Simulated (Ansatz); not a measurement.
Here is an Ansatz 0.2.0 calculation.

Contents of input.yaml:

```yaml
crystal:
  lattice:
    - [-1.59358157, 1.77661514, 1.74602158]
    - [1.50392065, -1.5066388, 1.38638431]
    - [1.54411154, 1.45716877, -1.47604523]
  atoms:
    - { symbol: Zn, position: [0.0, 0.0, 0.0] }
hamiltonian:
  xc: pbe
  pseudopotentials: { kind: paw }
kpoints:
  mp_grid: { grid: [11, 12, 12] }
scf:
  occupations: { method: fermi_dirac, width: 0.05 }
output:
  forces: true
  stress: true
  eigenvalues: true
relax:
  f_tol: 0.01
  max_steps: 40
  cell: { stress_tol: 0.05 }
```

Potentials or basis: Ansatz PAW.

The run is started by

```bash
$ ansatz run input.yaml --threads 2 --pin off --max-ram 5632MiB --backend cpu --events-out ev --progress --plain --runs-dir out
```

Q: What does it give for the band gap on the k mesh?

A: None (metal or under the smearing width).

Q: Predict the relaxed cell.

A: a = 2.898 Å, b = 2.674 Å, c = 2.674 Å, α = 121.81°, β = 99.87°, γ = 105.88°.

The path:
```tsv
step	energy change (eV)	largest force (eV/Å)	volume (Å³)
1	0.0000	0.0000	15.31
2	-0.0176	0.0000	15.46
3	-0.0412	0.0000	15.45
4	-0.0614	0.0000	15.30
5	-0.0776	0.0000	15.27
6	-0.0800	0.0000	15.67
7	-0.0808	0.0000	15.58
8	-0.0812	0.0000	15.68
9	-0.0816	0.0000	15.57
10	-0.0816	0.0000	15.56
11	-0.0816	0.0000	15.56
12	-0.0839	0.0000	15.56
13	-0.0840	0.0000	15.60
14	-0.0840	0.0000	15.63
15	-0.0840	0.0000	15.62
16	-0.0840	0.0000	15.62
```

Caveat: the plane-wave basis is chosen anew once the cell has moved, so the energies of steps on either side of that aren't comparable.
